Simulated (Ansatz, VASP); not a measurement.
# La in VASP and in Ansatz

```
La
1.0
    -1.49063    1.49063    1.49063
     1.49063   -1.49063    1.49063
     1.49063    1.49063   -1.49063
La
1
Direct
  0.00000 0.00000 0.00000
```

Change from the starting cell: volume scaled by 0.4, PAW files.

Alike in both runs: task single point; functional LDA; k mesh 15 × 15 × 15; occupations fermi-dirac, width 0.08 eV; no spin polarisation.

|  | VASP | Ansatz |
| --- | --- | --- |
| version | VASP 6.6.1 | Ansatz 0.2.0 |
| potentials or method | VASP PAW LDA potentials, release 64 (La) | PAW with Ansatz's default frozen-core files, scalar-relativistic |
| plane-wave cutoff (eV) | 520 | 420 |
| valence electrons in the cell | 11 | 11 |

|  | VASP | Ansatz | Ansatz less VASP |
| --- | --- | --- | --- |
| pressure (GPa) | 222.6 | 223.1 | +0.49 |

Caveats: the cell as given lies far from equilibrium; so large a pressure means that the cell lies far from this level's equilibrium, or that cutoff or potentials fall short (VASP). Spin-orbit coupling is left out, which matters for the levels of La.
